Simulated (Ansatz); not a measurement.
# ZnO: the cost of one run

Computed with Ansatz 0.2.0 (DFT PBE+D3(BJ), scalar-relativistic, plane waves, PAW, unless a step's input says otherwise).

**1. The system as given**

The structure is hexagonal, space group P6_3/mmc (No. 194). Conventional cell: a = 3.288 Å, b = 3.288 Å, c = 7.130 Å, α = 90.00°, β = 90.00°, γ = 120.00°. Zn (site symmetry -6m2) has 3 O at 1.90 Å as nearest neighbours. O (site symmetry -6m2) is surrounded by 3 Zn at 1.90 Å.

Structure file:

```xyz
4
Lattice="3.2880 0.0000 0.0000 -1.6440 2.8475 0.0000 0.0000 0.0000 7.1304" Properties=species:S:1:pos:R:3 pbc="T T T"
Zn    0.0000    0.0000    5.3478
Zn    0.0000    0.0000    1.7826
O     0.0000    1.8983    1.7826
O     1.6440    0.9492    5.3478
```

The structure comes from the Materials Project (structure only).

**2. A first look at the start**

The input, input.yaml:

```yaml
crystal:
  lattice:
    - [3.2879671587, 0.0, 0.0]
    - [-1.6439835793, 2.8474630862, 0.0]
    - [0.0, 0.0, 7.13044135]
  atoms:
    - { symbol: Zn, position: [0.0, 0.0, 0.75] }
    - { symbol: Zn, position: [0.0, 0.0, 0.25] }
    - { symbol: O, position: [0.33333333, 0.66666667, 0.25] }
    - { symbol: O, position: [0.66666667, 0.33333333, 0.75] }
basis:
  ecutwfc: 420
kpoints:
  mp_grid: { grid: [6, 6, 4] }
hamiltonian:
  xc: pbe
  dispersion: d3bj
scf:
  occupations: { method: gaussian, width: 0.1 }
output:
  forces: true
  stress: true
  eigenvalues: true
```

The run is started by

```bash
> ansatz run input.yaml --threads 1 --pin off --max-ram 1228MiB --backend cpu --events-out ev --progress --plain --runs-dir out
```

**Question.** How long does this run take on 1 thread of an Arm CPU, shared host, and how much memory does it need?

About 2.1 s, with a peak of 0.32 GiB.
